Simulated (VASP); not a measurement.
# SrTiO3 (Pm-3m) in VASP: settings compared, part 2 of 2

VASP 6.6.1.

## 5. Relaxation of cell and atoms, r2SCAN+rVV10

Contents of INCAR:

```
SYSTEM = SrTiO3
ALGO = Normal
BPARAM = 11.95
CPARAM = 0.0093
EDIFF = 1E-7
EDIFFG = -0.005
ENCUT = 600
IBRION = 2
ISIF = 3
ISMEAR = 0
IVDW_NL = 2
LASPH = .True.
LCHARG = .False.
LMIXTAU = .True.
LREAL = .False.
LUSE_VDW = .True.
LWAVE = .False.
METAGGA = R2SCAN
NELM = 80
NSW = 90
PREC = Accurate
SIGMA = 0.03
```

Contents of KPOINTS:

```
k-points
0
Gamma
  8 8 8
  0 0 0
```

Contents of POSCAR:

```
SrTiO3                                  
1.0
    3.9028735555     -0.0000000000      0.0000000000
    0.0000000000      3.9028735555     -0.0000000000
   -0.0000000000     -0.0000000000      3.9028735555
  Sr              Ti              O             
     1     1     3
Direct
     0.5000000000000000    0.5000000000000000    0.5000000000000000
     0.0000000000000000    0.0000000000000000    0.0000000000000000
     0.5000000000000000    0.0000000000000000    0.0000000000000000
     0.0000000000000000    0.5000000000000000    0.0000000000000000
     0.0000000000000000    0.0000000000000000    0.5000000000000000
```

Potentials or basis: VASP PAW PBE potentials, release 64 (Sr_sv, Ti_sv, O).

Started as:

```console
$ cat potpaw_PBE.64/Sr_sv/POTCAR potpaw_PBE.64/Ti_sv/POTCAR potpaw_PBE.64/O/POTCAR > POTCAR
$ mpirun -np 1 vasp_std > vasp.out
```

OUTCAR:

```text
SYSTEM = SrTiO3
   BPARAM = 11.95
   EDIFF = 1E-7
   EDIFFG = -0.005
   ENCUT = 600
   IBRION = 2
   ISIF = 3
   ISMEAR = 0
   IVDW_NL = 2
   LASPH = .True.
   LREAL = .False.
   METAGGA = R2SCAN
   NELM = 80
   NSW = 90
   PREC = Accurate

 ion  position               nearest neighbor table
   1  0.500  0.500  0.500-   3 2.76   4 2.76   5 2.76   3 2.76   4 2.76   3 2.76   5 2.76   3 2.76
                             4 2.76   5 2.76   4 2.76   5 2.76   2 3.38   2 3.38   2 3.38   2 3.38
   2  0.000  0.000  0.000-   3 1.95   4 1.95   5 1.95   5 1.95   4 1.95   3 1.95   1 3.38   1 3.38
                             1 3.38   1 3.38   1 3.38   1 3.38   1 3.38   1 3.38
[... 861 lines left out ...]
  Total        0.0057667      0.0057667      0.0057667     -0.0000000      0.0000000     -0.0000000
  in kB        0.1554112      0.1554112      0.1554112     -0.0000000      0.0000000     -0.0000000
  external PRESSURE =       0.1554112 kB  Pullay stress =       0.0000000 kB

 VOLUME and BASIS-vectors are now :
 -----------------------------------------------------------------------------
  energy-cutoff  :      600.00
  volume of cell :       59.45
      direct lattice vectors                 reciprocal lattice vectors
     3.902873555  0.000000000  0.000000000     0.256221470  0.000000000  0.000000000
     0.000000000  3.902873555  0.000000000     0.000000000  0.256221470  0.000000000
     0.000000000  0.000000000  3.902873555     0.000000000  0.000000000  0.256221470

 POSITION                                       TOTAL-FORCE (eV/Angst)
 -----------------------------------------------------------------------------------
      1.95144      1.95144      1.95144         0.000000      0.000000      0.000000
      0.00000      0.00000      0.00000         0.000000      0.000000      0.000000
      1.95144      0.00000      0.00000         0.000000      0.000000      0.000000
      0.00000      1.95144      0.00000         0.000000      0.000000      0.000000
      0.00000      0.00000      1.95144         0.000000      0.000000      0.000000
 -----------------------------------------------------------------------------------
    total drift:                                0.000000      0.000000     -0.000000

  FREE ENERGIE OF THE ION-ELECTRON SYSTEM (eV)
  ---------------------------------------------------
  free  energy   TOTEN  =       -62.3813281572 eV

  energy  without entropy=      -62.3813281572  energy(sigma->0) =      -62.38132816

 reached required accuracy - stopping structural energy minimisation
```

OSZICAR:

```text
N       E                     dE             d eps       ncg     rms          rms(c)
DAV:   1     0.460818749225E+03    0.46082E+03   -0.23516E+04  1680   0.205E+03
DAV:   2    -0.326108577902E+02   -0.49343E+03   -0.48447E+03  2032   0.539E+02
DAV:   3    -0.820761362761E+02   -0.49465E+02   -0.46917E+02  2088   0.160E+02
[... 14 lines left out ...]
DAV:  18    -0.623813255403E+02   -0.52640E-04   -0.41353E-05  1984   0.686E-02    0.541E-03
DAV:  19    -0.623813279962E+02   -0.24560E-05   -0.37036E-06  2544   0.158E-02    0.417E-03
DAV:  20    -0.623813259631E+02    0.20332E-05   -0.39836E-07  1728   0.774E-03    0.291E-03
DAV:  21    -0.623813282879E+02   -0.23249E-05   -0.12399E-06  1768   0.133E-02    0.154E-03
DAV:  22    -0.623813281793E+02    0.10858E-06   -0.44564E-08   984   0.251E-03    0.115E-03
DAV:  23    -0.623813281572E+02    0.22152E-07   -0.25154E-08   880   0.198E-03
   1 F= -.62381328E+02 E0= -.62381328E+02  d E =-.623813E+02
```

CONTCAR:

```text
SrTiO3
   1.00000000000000
     3.9028735554999998    0.0000000000000000    0.0000000000000000
     0.0000000000000000    3.9028735554999998    0.0000000000000000
     0.0000000000000000    0.0000000000000000    3.9028735554999998
  Sr              Ti              O
     1     1     3
Direct
     0.5000000000000000    0.5000000000000000    0.5000000000000000
     0.0000000000000000    0.0000000000000000    0.0000000000000000
     0.5000000000000000    0.0000000000000000    0.0000000000000000
     0.0000000000000000    0.5000000000000000    0.0000000000000000
     0.0000000000000000    0.0000000000000000    0.5000000000000000

  0.00000000E+00  0.00000000E+00  0.00000000E+00
  0.00000000E+00  0.00000000E+00  0.00000000E+00
  0.00000000E+00  0.00000000E+00  0.00000000E+00
  0.00000000E+00  0.00000000E+00  0.00000000E+00
  0.00000000E+00  0.00000000E+00  0.00000000E+00
```

It took 3 min on 1 thread of Intel Xeon Platinum 8488C (Sapphire Rapids), shared host; peak memory 0.36 GiB.

What came out:

| Quantity | Value |
| --- | --- |
| Free energy | -62.3813 eV |
| Pressure after relaxing | 0.0 GPa |
| Band gap on the k mesh | 2.28 eV, indirect (least direct gap 2.66 eV) |

Final structure:
```xyz
5
Lattice="3.9029 0.0000 0.0000 0.0000 3.9029 0.0000 0.0000 0.0000 3.9029" Properties=species:S:1:pos:R:3 pbc="T T T"
Sr    1.9514    1.9514    1.9514
Ti    0.0000    0.0000    0.0000
O     1.9514    0.0000    0.0000
O     0.0000    1.9514    0.0000
O     0.0000    0.0000    1.9514
```

Caveat: the relaxation stopped at its first step, so nothing moved; the PAW data sets were made with another functional, which shifts forces and pressure a little. A k mesh can miss the band edges.

## 6. Relaxation of cell and atoms, PBE+D3(BJ)

Contents of INCAR:

```
SYSTEM = SrTiO3
PREC     = Accurate       ! precision mode
ENCUT    = 600            ! plane-wave cutoff, eV
EDIFF    = 1E-6           ! SCF threshold, eV
ISMEAR   = 0              ! smearing method
SIGMA    = 0.03           ! smearing width, eV
LREAL    = .False.        ! projectors in reciprocal space
LASPH    = .True.         ! aspherical terms in the spheres
NELM     = 80             ! most SCF steps
ALGO     = Normal         ! electronic algorithm
ISIF     = 3              ! what is computed and relaxed
LWAVE    = .False.        ! write WAVECAR
LCHARG   = .False.        ! write CHGCAR
GGA      = PE             ! functional
IVDW     = 12             ! dispersion correction
IBRION   = 2              ! ionic algorithm
NSW      = 90             ! ionic steps
EDIFFG   = -0.01          ! ionic threshold
```

Contents of KPOINTS:

```
Automatic mesh
0
Gamma
  8 8 8
  0 0 0
```

Contents of POSCAR:

```
SrTiO3
1.0
    3.9052800000      0.0000000000      0.0000000000
    0.0000000000      3.9052800000      0.0000000000
    0.0000000000      0.0000000000      3.9052800000
Sr Ti O
1 1 3
Direct
    0.5000000000      0.5000000000      0.5000000000
    0.0000000000      0.0000000000      0.0000000000
    0.5000000000      0.0000000000      0.0000000000
    0.0000000000      0.5000000000      0.0000000000
    0.0000000000      0.0000000000      0.5000000000
```

Potentials or basis: VASP PAW PBE potentials, release 64 (Sr_sv, Ti_sv, O).

Started as:

```console
$ cat potpaw_PBE.64/Sr_sv/POTCAR potpaw_PBE.64/Ti_sv/POTCAR potpaw_PBE.64/O/POTCAR > POTCAR
$ mpirun -np 1 vasp_std > vasp.out
```

Run time: 65 s. Hardware: 1 thread of Intel Xeon Platinum 8488C (Sapphire Rapids), shared host; peak memory 0.24 GiB.

Results (log left out):

```
Free energy                            : -41.4121 eV
Relaxed volume                         : 11.99 Å³/atom
Relaxed cell                           : a = 3.913 Å, b = 3.913 Å, c = 3.913 Å, α = 90.00°, β = 90.00°, γ = 90.00°
Space group after relaxing (to 0.05 Å) : Pm-3m (No. 221)
Energy gained by relaxing              : 0.2 meV/atom
Ionic steps                            : 3
Pressure after relaxing                : 0.0 GPa
Band gap on the k mesh                 : 1.85 eV, indirect (least direct gap 2.20 eV)
Dispersion energy per atom             : -0.264 eV
```

The path:
| step | energy change (eV) | largest force (eV/Å) | pressure (GPa) | volume (Å³) |
| --- | --- | --- | --- | --- |
| 1 | 0.0000 | 0.0000 | 1.03 | 59.56 |
| 2 | -0.0004 | 0.0000 | -0.86 | 60.23 |
| 3 | -0.0012 | 0.0000 | -0.02 | 59.93 |

Final structure:
```
Sr Ti O
1.0
     3.91332    0.00000    0.00000
     0.00000    3.91332    0.00000
     0.00000    0.00000    3.91332
Sr Ti O
1 1 3
Direct
  0.50000 0.50000 0.50000
  0.00000 0.00000 0.00000
  0.50000 0.00000 0.00000
  0.00000 0.50000 0.00000
  0.00000 0.00000 0.50000
```

Levels at points of the mesh, in eV from the valence-band top:
| k point | band 18 | band 19 | band 20 | band 21 | band 22 | band 23 |
| --- | --- | --- | --- | --- | --- | --- |
| (0.00, 0.00, 0.00) | -0.36 | -0.36 | -0.36 | 1.85 | 1.85 | 1.85 |
| (0.50, 0.00, 0.00) | -1.97 | -0.73 | -0.73 | 2.01 | 3.75 | 3.75 |
| (0.50, 0.50, 0.00) | -1.56 | -1.56 | -0.09 | 3.75 | 3.75 | 4.21 |
| (0.50, 0.50, 0.50) | 0.00 | 0.00 | 0.00 | 4.42 | 4.42 | 4.42 |

A k mesh can miss the band edges. Zero-point motion and thermal expansion aren't in these numbers.

## 7. The runs side by side

| level | gap on the mesh (eV) | pressure (GPa) |
| --- | --- | --- |
| PBE | 1.81 | -0.1 |
| r2SCAN+rVV10 | 2.28 | 0.0 |
| PBE+D3(BJ) | 1.85 | 0.0 |

Alike in all rows: task relaxation of cell and atoms; potentials or basis VASP PAW PBE potentials, release 64 (Sr_sv, Ti_sv, O); no spin polarisation; cell relaxed; k mesh 8 × 8 × 8; cutoff (eV) 600; smearing gaussian 0.03 eV.

Caveats: the relaxation stopped at its first step, so nothing moved (some runs); the PAW data sets were made with another functional, which shifts forces and pressure a little (some runs).

Total energies depend on the potentials used, so only differences within one code and one set of settings carry meaning.
